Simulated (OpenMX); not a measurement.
Hf:

```xyz
2
Lattice="3.1967 0.0000 0.0000 -1.5983 2.7684 0.0000 0.0000 0.0000 5.0578" Properties=species:S:1:pos:R:3 pbc="T T T"
Hf    1.5984    0.9228    3.7934
Hf    0.0000    1.8456    1.2645
```

Base run:

| Quantity | Value |
| --- | --- |
| Program | OpenMX 3.8.5 |
| Functional | PBE |
| Potentials or basis | OpenMX 2013 PBE set, Hf7.0-s3p2d2f1, grid cutoff 400 Ry |
| k mesh | 7 × 7 × 5 |
| Occupations | fermi-dirac, width 0.05 eV |
| Spin | no spin polarisation |

Its results: band gap on the k mesh none (metal or under the smearing width); pressure 0.7 GPa; largest force 0.010 eV/Å.

The run is repeated on the same cell with these changes: dispersion from none to D3(BJ). What comes out?

Band gap on the k mesh none (metal or under the smearing width); pressure -2.6 GPa; largest force 0.010 eV/Å.

Dispersion adds attraction, which lowers the pressure at fixed volume and, as a term added to the energy, leaves the levels alone.

Caveats: the basis of atomic orbitals isn't converged, which shifts pressures, moduli and gaps; pairwise dispersion overbinds metals, which lowers pressure and volume (some runs).
